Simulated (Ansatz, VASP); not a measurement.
Pt in VASP and in Ansatz

```xyz
1
Lattice="0.0000 1.9194 1.9194 1.9194 0.0000 1.9194 1.9194 1.9194 0.0000" Properties=species:S:1:pos:R:3 pbc="T T T"
Pt    0.0000    0.0000    0.0000
```

Alike in both runs: functional LDA; k mesh 24 × 24 × 24; occupations fermi-dirac, width 0.1 eV; no spin polarisation.

Ansatz relaxed the structure, and its values are those at the end. VASP's run is a single point on that final structure, the one shown.

|  | VASP | Ansatz |
| --- | --- | --- |
| version | VASP 6.6.1 | Ansatz 0.2.0 |
| potentials or method | VASP PAW LDA potentials, release 64 (Pt) | PAW with Ansatz's default frozen-core files, scalar-relativistic |
| plane-wave cutoff (eV) | 520 | 420 |
| valence electrons in the cell | 10 | 18 |

VASP gave:

| Property | Result |
| --- | --- |
| pressure (GPa) | 16.0 |

**Question.** Estimate Ansatz's values.

**Answer.** Pressure (GPa): 15.0.

The two sets of potentials don't hold the same shells in valence.

Caveats: so large a pressure means that the cell lies far from this level's equilibrium, or that cutoff or potentials fall short (VASP). The runs have no spin-orbit coupling, so splittings on Pt are missing.
